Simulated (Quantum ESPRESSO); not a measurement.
A calculation with Quantum ESPRESSO 7.5 of Al (native input, structure typed inline):

The input pw.in:

```
&CONTROL
  calculation = 'scf'
  prefix = 'pwscf'
  outdir = './tmp'
  pseudo_dir = './pseudo'
  tprnfor = .true.
  tstress = .true.
  disk_io = 'low'
/
&SYSTEM
  ibrav = 0
  nat = 1
  ntyp = 1
  ecutwfc = 45
  ecutrho = 360
  nbnd = 6
  occupations = 'smearing'
  smearing = 'fd'
  degauss = 0.00367493
/
&ELECTRONS
  conv_thr = 2d-10
  electron_maxstep = 120
  mixing_beta = 0.5
/
ATOMIC_SPECIES
Al    26.9815 al_pbesol_v1.uspp.F.UPF
CELL_PARAMETERS angstrom
  -1.5912186900    1.5912186900    1.5912186900
   1.5912186900   -1.5912186900    1.5912186900
   1.5912186900    1.5912186900   -1.5912186900
ATOMIC_POSITIONS crystal
Al     0.0000000000    0.0000000000    0.0000000000
K_POINTS automatic
12 12 12 0 0 0
```

Contents of pp_density.in:

```
&INPUTPP
  prefix = 'pwscf'
  outdir = './tmp'
  filplot = 'density.dat'
  plot_num = 0
/
&PLOT
  nfile = 1
  filepp(1) = 'density.dat'
  iflag = 3
  output_format = 6
  fileout = 'density.cube'
/
```

The input pp_potential.in:

```
&INPUTPP
  prefix = 'pwscf'
  outdir = './tmp'
  filplot = 'potential.dat'
  plot_num = 11
/
&PLOT
  nfile = 1
  filepp(1) = 'potential.dat'
  iflag = 3
  output_format = 6
  fileout = 'potential.cube'
/
```

Potentials or basis: GBRV 1.5 PBEsol.

Command:

```bash
$ OMP_NUM_THREADS=1 mpirun -n 2 pw.x -nk 2 -in pw.in > pw.out
$ OMP_NUM_THREADS=1 mpirun -n 1 pp.x -in pp_density.in > pp_density.out
$ OMP_NUM_THREADS=1 mpirun -n 1 pp.x -in pp_potential.in > pp_potential.out
```

This isn't the form of Al at room conditions, which is fcc.

Task: Write the same calculation in another form: ASE script, structure from a CIF.

Result: As run:

The input run.py:

```python
import numpy as np
from ase.calculators.espresso import Espresso, EspressoProfile
import spglib
from ase import Atoms
from ase.io import read

atoms = read('Al.cif')
cell, pos, num = spglib.standardize_cell((atoms.cell[:], atoms.get_scaled_positions(), atoms.numbers), to_primitive=True, symprec=1e-4)
atoms = Atoms(numbers=num, cell=cell, scaled_positions=pos, pbc=True)

input_data = {
    'control': {'calculation': 'scf', 'prefix': 'pwscf', 'outdir': './tmp', 'tprnfor': True, 'tstress': True, 'disk_io': 'nowf'},
    'system': {'ecutwfc': 45.0, 'ecutrho': 360.0, 'nbnd': 6, 'occupations': 'smearing', 'smearing': 'fd', 'degauss': 0.00367493},
    'electrons': {'conv_thr': 2e-10, 'electron_maxstep': 120, 'mixing_beta': 0.5},
}
pseudopotentials = {'Al': 'al_pbesol_v1.uspp.F.UPF'}
profile = EspressoProfile(command='mpirun -n 2 pw.x -nk 2', pseudo_dir='pseudo')
dft = Espresso(profile=profile, input_data=input_data, pseudopotentials=pseudopotentials, kpts=(12, 12, 12), koffset=(0, 0, 0))
atoms.calc = dft

print(f'energy {atoms.get_potential_energy():.8f} eV')
print('forces (eV/A)')
print(np.round(atoms.get_forces(), 6))
print('stress (eV/A^3, Voigt)')
print(np.round(atoms.get_stress(), 8))
print(f'Fermi level {dft.get_fermi_level():.4f} eV')
```

Al.cif

```cif
data_Al
_cell_length_a 3.18243738
_cell_length_b 3.18243738
_cell_length_c 3.18243738
_cell_angle_alpha 90.00000000
_cell_angle_beta 90.00000000
_cell_angle_gamma 90.00000000
_space_group_name_H-M_alt 'Im-3m'
_space_group_name_Hall '-I 4 2 3'
_space_group_IT_number 229
loop_
_space_group_symop_operation_xyz
'x,y,z'
'-x,-y,-z'
'-y,x,z'
'y,-x,-z'
'-x,-y,z'
'x,y,-z'
'y,-x,z'
'-y,x,-z'
'x,-y,-z'
'-x,y,z'
'-y,-x,-z'
'y,x,z'
'-x,y,-z'
'x,-y,z'
'y,x,-z'
'-y,-x,z'
'z,x,y'
'-z,-x,-y'
'z,-y,x'
'-z,y,-x'
'z,-x,-y'
'-z,x,y'
'z,y,-x'
'-z,-y,x'
'-z,x,-y'
'z,-x,y'
'-z,-y,-x'
'z,y,x'
'-z,-x,y'
'z,x,-y'
'-z,y,x'
'z,-y,-x'
'y,z,x'
'-y,-z,-x'
'x,z,-y'
'-x,-z,y'
'-y,z,-x'
'y,-z,x'
'-x,z,y'
'x,-z,-y'
'-y,-z,x'
'y,z,-x'
'-x,-z,-y'
'x,z,y'
'y,-z,-x'
'-y,z,x'
'x,-z,y'
'-x,z,-y'
'x+1/2,y+1/2,z+1/2'
'-x+1/2,-y+1/2,-z+1/2'
'-y+1/2,x+1/2,z+1/2'
'y+1/2,-x+1/2,-z+1/2'
'-x+1/2,-y+1/2,z+1/2'
'x+1/2,y+1/2,-z+1/2'
'y+1/2,-x+1/2,z+1/2'
'-y+1/2,x+1/2,-z+1/2'
'x+1/2,-y+1/2,-z+1/2'
'-x+1/2,y+1/2,z+1/2'
'-y+1/2,-x+1/2,-z+1/2'
'y+1/2,x+1/2,z+1/2'
'-x+1/2,y+1/2,-z+1/2'
'x+1/2,-y+1/2,z+1/2'
'y+1/2,x+1/2,-z+1/2'
'-y+1/2,-x+1/2,z+1/2'
'z+1/2,x+1/2,y+1/2'
'-z+1/2,-x+1/2,-y+1/2'
'z+1/2,-y+1/2,x+1/2'
'-z+1/2,y+1/2,-x+1/2'
'z+1/2,-x+1/2,-y+1/2'
'-z+1/2,x+1/2,y+1/2'
'z+1/2,y+1/2,-x+1/2'
'-z+1/2,-y+1/2,x+1/2'
'-z+1/2,x+1/2,-y+1/2'
'z+1/2,-x+1/2,y+1/2'
'-z+1/2,-y+1/2,-x+1/2'
'z+1/2,y+1/2,x+1/2'
'-z+1/2,-x+1/2,y+1/2'
'z+1/2,x+1/2,-y+1/2'
'-z+1/2,y+1/2,x+1/2'
'z+1/2,-y+1/2,-x+1/2'
'y+1/2,z+1/2,x+1/2'
'-y+1/2,-z+1/2,-x+1/2'
'x+1/2,z+1/2,-y+1/2'
'-x+1/2,-z+1/2,y+1/2'
'-y+1/2,z+1/2,-x+1/2'
'y+1/2,-z+1/2,x+1/2'
'-x+1/2,z+1/2,y+1/2'
'x+1/2,-z+1/2,-y+1/2'
'-y+1/2,-z+1/2,x+1/2'
'y+1/2,z+1/2,-x+1/2'
'-x+1/2,-z+1/2,-y+1/2'
'x+1/2,z+1/2,y+1/2'
'y+1/2,-z+1/2,-x+1/2'
'-y+1/2,z+1/2,x+1/2'
'x+1/2,-z+1/2,y+1/2'
'-x+1/2,z+1/2,-y+1/2'
loop_
_atom_site_label
_atom_site_type_symbol
_atom_site_symmetry_multiplicity
_atom_site_Wyckoff_symbol
_atom_site_fract_x
_atom_site_fract_y
_atom_site_fract_z
_atom_site_occupancy
Al1 Al 2 a 0.0000000000 0.0000000000 0.0000000000 1
```

Potentials or basis: GBRV 1.5 PBEsol.

Launch:

```bash
$ OMP_NUM_THREADS=1 python run.py
```

Both were run:

|  | native input, structure typed inline | ASE script, structure from a CIF |
| --- | --- | --- |
| Pressure | 2.2 GPa | 2.2 GPa |
| Band gap on the k mesh | none (metal or under the smearing width) | none (metal or under the smearing width) |

Keys that steer only the numerical path or the files written may differ.
